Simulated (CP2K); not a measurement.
Runs of CP2K 2026.2 on KTaO3. Symmetry: Pm-3m, No. 221, cubic system. Conventional cell: a = 3.988 Å, b = 3.988 Å, c = 3.988 Å, α = 90.00°, β = 90.00°, γ = 90.00°. Around Ta (site symmetry m-3m) lie 6 O at 1.99 Å. K (site symmetry m-3m) has 12 O at 2.82 Å as nearest neighbours. Around O (site symmetry 4/mmm) lie 2 Ta at 1.99 Å. 

| task | level | potentials or basis | smearing | NGRIDS | points a segment of the path (NPOINTS) | bands added on the path | CUTOFF of the grids | gap on the mesh (eV) | pressure (GPa) |
| --- | --- | --- | --- | --- | --- | --- | --- | --- | --- |
| band structure | LDA | GTH_POTENTIALS Ta GTH-PADE-q13, K GTH-PADE-q9, O GTH-PADE-q6; TZVP-MOLOPT-PBE-GTH basis | fermi-dirac 0.05 eV | 4 | 10 | 6 | 600 Ry | 2.44 | -60.5 |
| band structure | TB-mBJ | POTENTIAL_UZH Ta GTH-PBE-q13, K GTH-PBE-q9, O GTH-PBE-q6; TZVP-MOLOPT-PBE-GTH basis | fermi-dirac 0.05 eV | 4 | 6 | 6 | 850 Ry | 2.40 | - |
| band structure | PBEsol | POTENTIAL_UZH Ta GTH-PBE-q13, K GTH-PBE-q9, O GTH-PBE-q6; TZVP-MOLOPT-PBE-GTH basis | fermi-dirac 0.01 eV | 4 | 6 | 2 | 600 Ry | 2.15 | (b) |
| band structure | r2SCAN | POTENTIAL_UZH Ta GTH-SCAN-q13, K GTH-SCAN-q9, O GTH-SCAN-q6; TZVP-MOLOPT-SCAN-GTH basis | fermi-dirac 0.1 eV | 4 | 8 | 6 | 850 Ry | (a) | -3.5 |

Alike in all rows: no spin polarisation; cell as given; k mesh 7 × 7 × 7.

**Question.** Estimate the missing entries.

**Answer.** (a) 2.57; (b) -2.6.

Caveats: spin-orbit coupling is left out, which moves the levels of the heavy elements; the basis of atomic orbitals isn't converged, which shifts pressures, moduli and gaps; the potentials were made for another functional, which shifts forces and pressure (some runs); a pressure of tens of GPa on the cell as given is suspect, and the run, the potentials or the cell itself is likely at fault (some runs); the real-space grid breaks the cell's symmetry a little (some runs); this is a model potential without an energy functional, so only levels have meaning (some runs).

A k mesh can miss the band edges, and the runs leave out spin-orbit coupling on Ta.

Runs at the PBE level aren't shown here.
